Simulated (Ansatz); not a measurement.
KI: ab initio molecular dynamics

The calculation used DFT PBEsol, scalar-relativistic, plane waves, PAW (Ansatz). The runs took a 420 eV cutoff, a Γ-centred 1×1×1 mesh and Fermi–Dirac smearing (0.22 eV). The mesh is coarse. Spin–orbit coupling is left out, which matters for the heavy elements here. No spin polarisation.

16 atoms, starting at 1.10 times the perfect crystal's volume (space group Fm-3m, the cell as given, not relaxed at this level); constant energy, velocities drawn at 2600 K, fixed cell; 65 steps of 1.5 fs. The run is short and not equilibrated.

First frame:

```yaml
crystal:
  lattice:
    - [7.27665, 0.00000, 7.27665]
    - [7.27665, 7.27665, 0.00000]
    - [0.00000, 7.27665, 7.27665]
  atoms:
    - { symbol: K, position: [0.00000, 0.00000, 0.00000] }
    - { symbol: K, position: [0.00000, 0.50000, 0.00000] }
    - { symbol: K, position: [0.50000, 0.00000, 0.00000] }
    - { symbol: K, position: [0.50000, 0.50000, 0.00000] }
    - { symbol: K, position: [0.00000, 0.00000, 0.50000] }
    - { symbol: K, position: [0.00000, 0.50000, 0.50000] }
    - { symbol: K, position: [0.50000, 0.00000, 0.50000] }
    - { symbol: K, position: [0.50000, 0.50000, 0.50000] }
    - { symbol: I, position: [0.25000, 0.25000, 0.25000] }
    - { symbol: I, position: [0.25000, 0.75000, 0.25000] }
    - { symbol: I, position: [0.75000, 0.25000, 0.25000] }
    - { symbol: I, position: [0.75000, 0.75000, 0.25000] }
    - { symbol: I, position: [0.25000, 0.25000, 0.75000] }
    - { symbol: I, position: [0.25000, 0.75000, 0.75000] }
    - { symbol: I, position: [0.75000, 0.25000, 0.75000] }
    - { symbol: I, position: [0.75000, 0.75000, 0.75000] }
```

* Mean temperature over the second half: 1368 K
* Mean pressure over the second half (kinetic part included): 1.4 GPa
* Mean potential energy above the perfect crystal (as given, at volume ratio 1; besides heat the difference comes from the volume, 10 % larger; its own run had another smearing, without effect beside its gap): 151 meV/atom
* Drift of the conserved energy over the run: 0.0074 meV/atom
* Mean-square drift of I from first to last step (mean shift of all atoms removed): 0.35 Å²
* Mean-square drift of K from first to last step (mean shift of all atoms removed): 0.62 Å²

Pair distribution functions g(r), second half of the run, up to half the cell's height:

```csv
r (Å),I-I,I-K,K-K
2.75,0.0,0.0,0.0
2.85,0.0,1.3,0.0
2.95,0.0,0.5,0.0
3.05,0.0,2.4,0.0
3.15,0.0,3.1,0.0
3.25,0.0,4.1,0.0
3.35,0.0,2.6,0.0
3.45,0.0,2.0,0.0
3.55,0.0,2.1,0.0
3.65,0.0,4.2,0.0
3.75,0.0,1.7,0.0
3.85,0.2,1.6,0.2
3.95,0.2,1.3,0.4
4.05,0.2,3.0,0.8
4.15,0.1,1.4,1.4
```

Along the run (potential energy from its first value; pressure with the kinetic part):

| t (fs) | T (K) | ΔE_pot (meV/atom) | P (GPa) |
| --- | --- | --- | --- |
| 0.0 | 2600 | 0.0 | 0.2 |
| 3.0 | 2597 | 0.4 | 0.2 |
| 6.0 | 2587 | 1.6 | 0.3 |
| 9.0 | 2570 | 3.6 | 0.3 |
| 12.0 | 2547 | 6.5 | 0.3 |
| 15.0 | 2516 | 10.2 | 0.3 |
| 18.0 | 2477 | 14.9 | 0.4 |
| 21.0 | 2430 | 20.6 | 0.4 |
| 24.0 | 2376 | 27.2 | 0.5 |
| 27.0 | 2313 | 34.8 | 0.6 |
| 30.0 | 2242 | 43.3 | 0.6 |
| 33.0 | 2164 | 52.8 | 0.7 |
| 36.0 | 2080 | 63.0 | 0.8 |
| 39.0 | 1990 | 73.9 | 0.9 |
| 42.0 | 1897 | 85.2 | 1.0 |
| 45.0 | 1802 | 96.7 | 1.1 |
| 48.0 | 1708 | 108.1 | 1.2 |
| 51.0 | 1618 | 119.0 | 1.2 |
| 54.0 | 1535 | 129.1 | 1.3 |
| 57.0 | 1460 | 138.2 | 1.4 |
| 60.0 | 1396 | 145.9 | 1.4 |
| 63.0 | 1345 | 152.1 | 1.5 |
| 66.0 | 1307 | 156.7 | 1.5 |
| 69.0 | 1282 | 159.8 | 1.5 |
| 72.0 | 1268 | 161.4 | 1.5 |
| 75.0 | 1266 | 161.7 | 1.5 |
| 78.0 | 1272 | 160.9 | 1.5 |
| 81.0 | 1285 | 159.3 | 1.5 |
| 84.0 | 1304 | 157.0 | 1.5 |
| 87.0 | 1326 | 154.3 | 1.5 |
| 90.0 | 1351 | 151.3 | 1.4 |
| 93.0 | 1377 | 148.2 | 1.4 |
| 96.0 | 1403 | 145.1 | 1.4 |